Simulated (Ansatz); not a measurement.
## Ligand exchange: C4H8O2 + InH3 → C3H6O2 + InH2(CH3)

Species: C4H8O2 (butyric acid) `CCCC(=O)O`, singlet; InH3 `[InH3]`, singlet; C3H6O2 (propionic acid) `CCC(=O)O`, singlet; InH2(CH3), singlet. The partners trade CH3 for H: C–CH3 and In–H bonds give way to C–H and In–CH3.

Shapes, held fixed at every level: PBE0-D4/def2-TZVP. Flexible molecules stand in one conformer, not always the lowest. Programs: Ansatz 0.2.0. Electronic energies: no zero-point or thermal term.

**Question.** Estimate ΔE of this reaction.

**Answer.** The highest level, CCSD(T)/def2-TZVPP, gives ΔE = -26.7 kJ/mol; the levels span -31.4 to -22.0. The column of differences is taken from that level and isn't an error. No measured value is set beside it here. For atoms past krypton def2 sets carry core potentials with scalar relativity. Correlated rows may include outer-core shells of In, which these sets cover unevenly.

```csv
level,kind,ΔE (kJ/mol),less CCSD(T)/def2-TZVPP
r2SCAN-D4/def2-TZVPP,meta-GGA,-26.8,-0.1
B3LYP-D4/def2-TZVPP,global hybrid,-25.4,+1.3
PBE0-D4/def2-TZVPP,global hybrid,-24.4,+2.3
wB97M-V/def2-TZVPP,range-separated hybrid,-24.2,+2.5
wB97X-V/def2-TZVPP,range-separated hybrid,-22.0,+4.7
MP2/def2-TZVPP,perturbation theory,-31.4,-4.7
CCSD(T)/def2-TZVPP,coupled cluster or CI,-26.7,0.0
```

Every level makes the exchange exothermic, so the direction is secure even though its size depends on the method. The driving force is modest because it is the net result of two opposing swaps. On the carbon side, an alkyl C–C bond gives way to a stronger C–H bond. On the indium side, an In–H bond gives way to a weaker In–CH3 bond, which takes back part of that gain. The carboxyl group is a spectator and probably contributes little.

The hybrids all give a less negative energy than coupled cluster, while MP2 overshoots it, perhaps because its errors for the C–C and In–C bonds don't cancel. The near coincidence of r2SCAN-D4 with CCSD(T) in a single reaction doesn't establish its accuracy for organoindium chemistry in general.

A favourable reaction energy doesn't make this the likely course on mixing, since cleaving an unstrained C–C bond is normally slow and an indium hydride would be expected to attack the acidic O–H first, releasing hydrogen and forming a carboxylate.
